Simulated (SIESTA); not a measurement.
GaN: band structure with vdW-DF-cx

**Experimental background.**

“Studying electronic properties in GaN without electrical contacts using γ-γ vs e−-γ Perturbed Angular Correlations”, 2019, pmc:6823545 quotes, for a bulk crystal of GaN: band gap 3.503 ± 0.005 eV (direct).

Crystal: GaN.

```xyz
4
Lattice="3.1800 0.0000 0.0000 -1.5900 2.7540 0.0000 0.0000 0.0000 5.1660" Properties=species:S:1:pos:R:3 pbc="T T T"
Ga    1.5900    0.9180    2.5830
Ga    0.0000    1.8360    0.0000
N     1.5900    0.9180    4.5203
N     0.0000    1.8360    1.9373
```

```yaml
Program: SIESTA 5.4.2
Task: band structure
Functional: vdW-DF-cx
Potentials_or_basis: PseudoDojo 0.4 standard (PBE files)
Basis: DZP (energy shift 0.003 Ry; two zetas on semicore shells)
Grid_cutoff: 800 Ry
Energy_shift: 0.003 Ry
k_mesh: 10 × 10 × 5
Occupations: fermi-dirac, width 0.05 eV
Spin: no spin polarisation
```

- Pressure: 6.3 GPa
- Largest force: 0.125 eV/Å
- Band gap on the k mesh: 2.02 eV, direct
- Band gap along the path: 2.02 eV, direct

Forces in eV/Å, atoms in the order of the input:
```
Ga   0.000  0.000 -0.125
Ga   0.000  0.000 -0.125
N    0.000  0.000  0.125
N    0.000  0.000  0.125
```

Stress tensor (GPa, compression positive):
```
5.55 0.00 0.00
0.00 5.54 0.00
0.00 0.00 7.77
```

Levels at the corners of the path, in eV from the valence-band top:
```csv
point,band 15,band 16,band 17,band 18,band 19,band 20,band 21,band 22
Γ,-1.11,-0.05,0.00,0.00,2.02,4.30,9.49,9.86
M,-4.37,-2.86,-2.34,-1.03,5.14,5.65,6.13,8.82
K,-5.45,-3.13,-3.13,-2.80,5.08,8.03,8.03,8.56
Γ,-1.11,-0.05,0.00,0.00,2.02,4.30,9.49,9.86
A,-0.57,-0.57,-0.57,-0.57,4.35,4.35,8.80,8.80
L,-2.02,-2.02,-1.98,-1.98,4.44,4.44,8.06,8.06
H,-4.34,-4.34,-1.56,-1.56,6.55,6.55,7.47,7.47
A,-0.57,-0.57,-0.57,-0.57,4.35,4.35,8.80,8.80
L,-2.02,-2.02,-1.98,-1.98,4.44,4.44,8.06,8.06
M,-4.37,-2.86,-2.34,-1.03,5.14,5.65,6.13,8.82
K,-5.45,-3.13,-3.13,-2.80,5.08,8.03,8.03,8.56
H,-4.34,-4.34,-1.56,-1.56,6.55,6.55,7.47,7.47
```

Wall time 3.8 min on 1 thread of Arm Neoverse V1, with other jobs on the host, peak memory 0.6 GiB.

Against the measured gap of GaN, 3.503 eV (direct; quoted in “Studying electronic properties in GaN without electrical contacts using γ-γ vs e−-γ Perturbed Angular Correlations”, 2019, pmc:6823545), the calculated 2.02 eV is off by -1.49 eV. Spin-orbit coupling on Ga is left out. The value is that of vdW-DF-cx in an atomic basis (PseudoDojo 0.4 standard (PBE files), DZP (energy shift 0.003 Ry; two zetas on semicore shells)), whose error adds to the functional's,, without temperature or zero-point motion.

Caveat: the potentials were made for another functional, which shifts forces and pressure; the basis of atomic orbitals isn't converged, which shifts pressures, moduli and gaps.
